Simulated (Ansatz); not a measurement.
Method: Ansatz 0.2.0, DFT, revPBE, plane waves (420 eV) with PAW, scalar-relativistic. (PAW data from PBE, frozen cores regenerated.)

An element in the diamond structure gives this curve. The cell is scaled uniformly from the relaxed one, with fractional coordinates and shape fixed. Energies are extrapolated to zero smearing, pressures are those at the given smearing. Magnetic state: spin not included.

```csv
V (Å³/atom),E − E₀ (meV/atom),P (GPa)
32.003,49.3,4.07
33.458,21.1,2.56
34.913,5.0,1.23
36.367,0.0,0.00
37.822,5.6,-1.11
39.277,21.2,-2.10
40.731,45.5,-2.97
```

Question: Which element is it?
A. cadmium
B. indium
C. zirconium
D. hafnium

Answer: D. Its fit is V₀ = 36.30 Å³/atom, B₀ = 29 GPa, B₀′ = 0.9.
